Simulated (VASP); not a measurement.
Input of a VASP 6.6.1 run:

INCAR

```
SYSTEM = ZnO
PREC = Accurate ; ENCUT = 520
EDIFF = 1E-7 ; ISMEAR = 0
SIGMA = 0.02 ; LREAL = .False.
LASPH = .True. ; NELM = 60
ALGO = Fast ; ISIF = 3
LWAVE = .False. ; LCHARG = .False.
GGA = PE ; IBRION = 2
NSW = 80 ; EDIFFG = -0.15
```

The input KPOINTS:

```
Automatic mesh
0
Gamma
  12 12 6
  0 0 0
```

Contents of POSCAR:

```
ZnO                                     
1.0
    3.2905578034      0.0000000000      0.0000000000
   -1.6452789017      2.8497066476      0.0000000000
    0.0000000000      0.0000000000      5.2936733254
  Zn              O             
     2     2
Direct
     0.3333333300000021    0.6666666699999979    0.4995382123029076
     0.6666666699999979    0.3333333300000021    0.9995382123029075
     0.6666666699999979    0.3333333300000021    0.3794717876970934
     0.3333333300000021    0.6666666699999979    0.8794717876970934
```

Potentials or basis: VASP PAW PBE potentials, release 64 (Zn, O).

Launch:

```bash
$ cat potpaw_PBE.64/Zn/POTCAR potpaw_PBE.64/O/POTCAR > POTCAR
$ mpirun -np 1 vasp_std > vasp.out
```

(1) Estimate the band gap on the k mesh.

Results:

(1) 0.72 eV, direct.

Caveat: the relaxation stopped at its first step, so nothing moved.
